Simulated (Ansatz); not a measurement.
**H interstitial in AlP**

Method: Ansatz, DFT PBE, scalar-relativistic, plane waves, PAW. Settings: 420 eV cutoff, 2×2×2 k-mesh, shifted by half a step, Gaussian smearing of 0.01 eV, collinear spin in charge 0 alone.

Host crystal, relaxed:

```cif
data_structure
_symmetry_space_group_name_H-M 'P 1'
_symmetry_Int_Tables_number 1
_cell_length_a 3.8943
_cell_length_b 3.8943
_cell_length_c 3.8943
_cell_angle_alpha 60.000
_cell_angle_beta 60.000
_cell_angle_gamma 60.000
_cell_volume 41.76
loop_
_atom_site_label
_atom_site_type_symbol
_atom_site_fract_x
_atom_site_fract_y
_atom_site_fract_z
_atom_site_occupancy
Al1 Al 0.00000 0.00000 0.00000 1
P1 P 0.75000 0.75000 0.75000 1
```

Supercell of 32 atoms, rows in host cell vectors: 1 -3 1; -3 1 1; 1 1 -3. Atoms relax at the host's cell, keeping the symmetry that the supercell leaves at the site. The cell is small, so energies carry finite-size errors of tenths of an eV. The host's Kohn–Sham gap is 1.63 eV. Atoms are taken from and returned to the elements' standard states. Charged cells are corrected for image charges with the computed static dielectric tensor (mean 10.4) and aligned with the host's potential at far atoms (alignment terms reach 0.09 eV; the program doubts the alignment in some charges, where it is up to 0.08 eV). No band-filling term is added, and the Fermi level counts from the host's valence band top.

Defect: H interstitial set at (0.250, 0.250, 0.250) of the host cell. Before relaxation its nearest neighbours are 4 Al at 2.38 Å, 6 P at 2.75 Å.

| charge | E_f at the valence band top (eV) | over the neutral state (eV) | moment (μB) | largest move (Å) | atoms near the site |
| --- | --- | --- | --- | --- | --- |
| +1 | 2.41 | 0.45 | 0.00 | 0.01 | 4 Al at 2.37 Å, 6 P at 2.76 Å |
| 0 | 1.96 | 0.00 | 1.00 | 0.05 | 4 Al at 2.34 Å, 6 P at 2.78 Å |
| -1 | 2.31 | 0.34 | 0.00 | 0.21 | 4 Al at 2.17 Å |

Among the charges computed the stable one is 0 at the valence band top, changing to -1 at 0.34 eV. In charge +1 the extra carrier would gain by moving to a band edge of the host, so it isn't bound in the gap. Other sites of the defect weren't tried.